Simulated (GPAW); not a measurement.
# Si (Fd-3m) in GPAW: a series of runs, part 2 of 2

GPAW 26.7.0.

## Step 5: Equation of state, BEEF-vdW

run.py reads:

```python
from ase.eos import EquationOfState
from ase.io import Trajectory, read
from ase.units import GPa
from gpaw import GPAW, PW

atoms = read('Si.xyz')

traj = Trajectory('eos.traj', 'w')
volumes, energies = [], []
for x in [0.94, 0.96, 0.98, 1.0, 1.02, 1.04, 1.06]:
    a = atoms.copy()
    a.set_cell(atoms.cell * x**(1 / 3), scale_atoms=True)
    calc = GPAW(mode=PW(600),
                xc={'name': 'BEEF-vdW', 'backend': 'libvdwxc'},
                kpts={'size': (8, 8, 8), 'gamma': True},
                occupations={'name': 'fermi-dirac', 'width': 0.05},
                nbands=11,
                convergence={'density': 1e-05, 'energy': 1e-05},
                maxiter=150,
                txt=f'eos-{x:.2f}.txt')
    a.calc = calc
    energies.append(a.get_potential_energy(force_consistent=True))
    volumes.append(a.get_volume())
    calc.write(f'eos-{x:.2f}.gpw')
    traj.write(a)
    print(f'{x:.2f} {volumes[-1]:10.4f} A^3 {energies[-1]:14.6f} eV', flush=True)

v0, e0, B = EquationOfState(volumes, energies, eos='birchmurnaghan').fit()
print(f'V0 = {v0:.4f} A^3, E0 = {e0:.6f} eV, B0 = {B / GPa:.2f} GPa')
```

Si.xyz reads:

```xyz
2
Lattice="0.0000000000 2.7218511865 2.7218511865 2.7218511865 0.0000000000 2.7218511865 2.7218511865 2.7218511865 0.0000000000" Properties=species:S:1:pos:R:3 pbc="T T T"
Si     2.7218511865      2.7218511865      2.7218511865
Si     4.0827767798      4.0827767798      4.0827767798
```

Potentials or basis: GPAW PAW data sets (gpaw-data 1.2.1), pw.

Run with:

```bash
OMP_NUM_THREADS=1 python run.py
```

Log:

```text
__  _  _
 | _ |_)|_||  |
 |__||  | ||/\| - 26.7.0

Input parameters:
  mode=PW(ecut=600.0),
  convergence={'density': 1e-05, 'energy': 1e-05},
  kpts=MonkhorstPack(size=(8, 8, 8), gamma=True),
  maxiter=150,
  nbands=11,
  occupations=Occupations(name='fermi-dirac', width=0.05),
  xc=XC(name='BEEF-vdW', backend='libvdwxc')

Diagonalizing LCAO Hamiltonian
Converting LCAO to pw mode

           Si

       Si

Atoms  # Å, Bohr magnetons
|   | symbol |        x |        y |        z |    initial magnetic moments |
|---|--------|----------|----------|----------|-----------------------------|
| 0 |     Si | 2.685065 | 2.685065 | 2.685065 | ( 0.0000,  0.0000,  0.0000) |
| 1 |     Si | 4.027597 | 4.027597 | 4.027597 | ( 0.0000,  0.0000,  0.0000) |

Unit cell  # Å
| periodic |        x |        y |        z |  lengths |    angles |
|----------|----------|----------|----------|----------|-----------|
|      yes | 0.000000 | 2.685065 | 2.685065 | 3.797255 | 60.000000 |
|      yes | 2.685065 | 0.000000 | 2.685065 | 3.797255 | 60.000000 |
|      yes | 2.685065 | 2.685065 | 0.000000 | 3.797255 | 60.000000 |

Number of symmetries: 24
Symmetry operations  # r_c * U_cc + t_c -> r_c
|    | kind |            matrix            |
|----|------|------------------------------|
|  0 |  E   |  1, 0, 0,  0, 1, 0,  0, 0, 1 |
|  1 |  σ   |  1, 0, 0,  0, 0, 1,  0, 1, 0 |
|  2 |  σ   |  1, 0,-1,  0, 1,-1,  0, 0,-1 |
|  3 |  C3  |  1, 0,-1,  0, 0,-1,  0, 1,-1 |
|  4 |  C3  |  1,-1, 0,  0,-1, 1,  0,-1, 0 |
|  5 |  σ   |  1,-1, 0,  0,-1, 0,  0,-1, 1 |
|  6 |  σ   |  0, 1, 0,  1, 0, 0,  0, 0, 1 |
|  7 |  C3  |  0, 1, 0,  0, 0, 1,  1, 0, 0 |
|  8 |  C2  |  0, 1,-1,  1, 0,-1,  0, 0,-1 |
|  9 |  S4  |  0, 1,-1,  0, 0,-1,  1, 0,-1 |
| 10 |  C3  |  0, 0, 1,  1, 0, 0,  0, 1, 0 |
| 11 |  σ   |  0, 0, 1,  0, 1, 0,  1, 0, 0 |
| 12 |  S4  |  0, 0,-1,  1, 0,-1,  0, 1,-1 |
| 13 |  C3  |  0, 0,-1,  0, 1,-1,  1, 0,-1 |
| 14 |  S4  |  0,-1, 1,  1,-1, 0,  0,-1, 0 |
| 15 |  C2  |  0,-1, 1,  0,-1, 0,  1,-1, 0 |
| 16 |  C3  |  0,-1, 0,  1,-1, 0,  0,-1, 1 |
| 17 |  S4  |  0,-1, 0,  0,-1, 1,  1,-1, 0 |
| 18 |  S4  | -1, 1, 0, -1, 0, 1, -1, 0, 0 |
| 19 |  C3  | -1, 1, 0, -1, 0, 0, -1, 0, 1 |
| 20 |  C3  | -1, 0, 1, -1, 1, 0, -1, 0, 0 |
| 21 |  S4  | -1, 0, 1, -1, 0, 0, -1, 1, 0 |
| 22 |  σ   | -1, 0, 0, -1, 1, 0, -1, 0, 1 |
| 23 |  C2  | -1, 0, 0, -1, 0, 1, -1, 1, 0 |

BZ-sampling:
  Number of BZ points: 512
  Number of IBZ points: 29

  Monkhorst-Pack size: [8, 8, 8]
  Monkhorst-Pack shift: [0.0625, 0.0625, 0.0625]

K-points  # in reciprocal-cell coordinates
|     |                                coordinates |     weight |
|-----|--------------------------------------------|------------|
|   0 | (  0.00000000,   0.00000000,   0.00000000) | 0.00195312 |
|   1 | (  0.12500000,   0.12500000,   0.00000000) | 0.01171875 |
|   2 | (  0.12500000,   0.12500000,   0.12500000) | 0.01562500 |
|   3 | (  0.25000000,   0.12500000,   0.12500000) | 0.02343750 |
|   4 | (  0.25000000,   0.25000000,   0.00000000) | 0.01171875 |
|   5 | (  0.25000000,   0.25000000,   0.12500000) | 0.04687500 |
|   6 | (  0.25000000,   0.25000000,   0.25000000) | 0.01562500 |
|   7 | (  0.37500000,   0.25000000,  -0.37500000) | 0.04687500 |
|   8 | (  0.37500000,   0.25000000,   0.12500000) | 0.04687500 |
|   9 | (  0.37500000,   0.25000000,   0.25000000) | 0.04687500 |
| ... |                                            |            |
|  28 | (  0.50000000,   0.50000000,   0.50000000) | 0.00781250 |

Plane wave coefficients: 1308
Cutoff: 600.0 eV

Spin-components: 1 (collinear spins)
Bands:           11
Projectors:      10
Spin-degeneracy: 2
Datatype:        complex128

Density:
  Valence electrons: 8.0
  Components: 1
  Grid points: [24 24 24]
  Charge: 0.0  # |e|

Potential:
  Grid points: [24 24 24]

species:
  Si:
    name:    Silicon
    Z:       14.0
    valence: 4
    core:    10
    charge:  0.0  # [|e|]
    compensation charges:
      type: gauss
      rc: 0.33  # [Å]
      lmax: 2
    cutoffs:
      filter: 1.86  # [Å]
      core: 2.06  # [Å]
    projectors
    | kind |    occ | energy [eV] | rcut [Å] |
    |------|--------|-------------|----------|
    |   3s |  2.000 |     -10.812 |    1.058 |
    |   3p |  2.000 |      -4.081 |    1.058 |
    |    s |        |      16.399 |    1.058 |
    |    p |        |      23.130 |    1.058 |
    |    d |        |       0.000 |    1.058 |

    Using partial waves for Si as LCAO basis

Reference energy: -15772.688500  # eV

eigensolver:
  PPCG
  Converge bands: occupied
  niter=2

density mixing:
  MSR1-Mixer
  Pratt-step length: 0.05
  Maximum mixing coefficient: 0.75
  Old densities: 10
  SVD Regularization: 0.005
  Good broyden scale: 1.0
  Trust region scale: 1.0
  Backstep threshold: 4.0
  History deletion threshold: 6.0
  Fourier metric: weight=20.0, sigma=0.015

occupation numbers:
  Fermi-Dirac:
    width: 0.0500  # eV

poisson solver:
  ecut: 4800.0  # eV

xc functional:
  name: vdW-BEEF with libvdwxc
  Mode: serial
  Semilocal: BEEVDW with 2 nearest neighbor stencil
  Corresponding non-local functional: vdW-DF2
  Local blocksize: 48 x 48 x 48
  PAW datasets: PBE

convergence criteria:
- Maximum integral of absolute [dens]ity change: 1e-05 electrons / valence electron
- Maximum [total energy] change in last 3 cyles: 1e-05 eV / valence electron
- Maximum integral of absolute [eigenst]ate change: 4e-08 eV^2 / valence electron
maximum number of iterations: 150

SCF iterations
|iter     | |      energy | eigst |  dens |
|---------|-|-------------|-------|-------|
|iter:   1| |  -63.524023 | -0.07 |       |
|iter:   2| |  -63.527203 | -2.49 | -0.80 |
|iter:   3| |  -63.538862 | -2.07 | -0.82 |
|iter:   4| |  -63.543154 | -2.95 | -1.41 |
|iter:   5| |  -63.543416 | -4.79 | -2.31 |
|iter:   6| |  -63.543427 | -6.06 | -3.07 |
|iter:   7| |  -63.543430c| -7.16 | -3.63 |
|iter:   8| |  -63.543430c| -8.11c| -4.81 |
|iter:   9| |  -63.543430c| -8.67c| -5.68c|

Converged in 9 steps
Energy contributions relative to reference atoms: (reference = -15772.688500)

Energy contributions:
  Kinetic:          18.444038
  Coulomb:         -15.677188
  Zero:             -0.040611
  External:          0.000000
  Xc:              -66.269663
  Entropy:          -0.000010
  Spinorbit:         0.000000
  ----------------------------
  Free energy:     -63.543434
  Extrapolated:    -63.543430

dipole moment: (3.527356, 3.527356, 3.527356)  # |e|*Ang

Fermi level: 5.771
Eigenvalues  # (at kpt = [0.000, 0.000, 0.000])
| band index |      eig [eV] | occ [0-2] |
|------------|---------------|-----------|
|          0 |        -6.704 |     2.000 |
|          1 |         5.422 |     1.998 |
|          2 |         5.422 |     1.998 |
|          3 |         5.422 |     1.998 |
|          4 |         8.073 |     0.000 |
|          5 |         8.073 |     0.000 |
|          6 |         8.073 |     0.000 |
|          7 |         9.322 |     0.000 |
|          8 |        13.228 |     0.000 |
|          9 |        13.228 |     0.000 |
|         10 |        13.934 |     0.000 |

Gap: 0.739 eV
Transition (v -> c):
  (s=0, k=0, n=3, [0.00, 0.00, 0.00]) -> (s=0, k=12, n=4, [0.38, 0.38, 0.00])
Direct/indirect transitions are different
Direct gap: 2.651 eV
Transition at: (s=0, k=0, n=3, [0.00, 0.00, 0.00])
# Writing to eos-0.96.gpw (mode='')
```

It took 63 s on 1 thread of Arm Neoverse V2, shared host; peak memory 0.27 GiB.

What came out:

```
Equilibrium volume                      : 20.53 Å³/atom
Bulk modulus                            : 90 GPa
Pressure derivative of the bulk modulus : 3.9
```

Energy against volume, from the lowest point:
| volume (Å³/atom) | energy (meV/atom) |
| --- | --- |
| 18.955 | 38.65 |
| 19.358 | 20.69 |
| 19.761 | 8.64 |
| 20.165 | 1.88 |
| 20.568 | 0.00 |
| 20.971 | 2.52 |
| 21.375 | 9.02 |

Caveat: the PAW data sets were made with another functional, which shifts forces and pressure a little.

## Step 6: Overview

```csv
task,level,potentials or basis,cutoff (eV),band path,band points,grid spacing,gap on the mesh (eV),V0 of scaled cells (Å³/atom),B0 (GPa)
equation of state,PBE,"GPAW PAW data sets (gpaw-data 1.2.1), fd",-,-,-,0.16 Å,-,20.52,88
band structure,MS2,"GPAW PAW data sets (gpaw-data 1.2.1), pw",600,"GXWKGLUWLK,UX",80,-,1.12,-,-
band structure,vdW-DF-cx,"GPAW PAW data sets (gpaw-data 1.2.1), pw",600,"GXWKGLUWLK,UX",60,-,0.59,-,-
equation of state,BEEF-vdW,"GPAW PAW data sets (gpaw-data 1.2.1), pw",600,-,-,-,-,20.53,90
```

Alike in all rows: no spin polarisation; cell as given; k mesh 8 × 8 × 8; smearing fermi-dirac 0.05 eV.

Caveats: the PAW data sets were made with another functional, which shifts forces and pressure a little (some runs).

Total energies depend on the potentials used, so only differences within one code and one set of settings carry meaning.
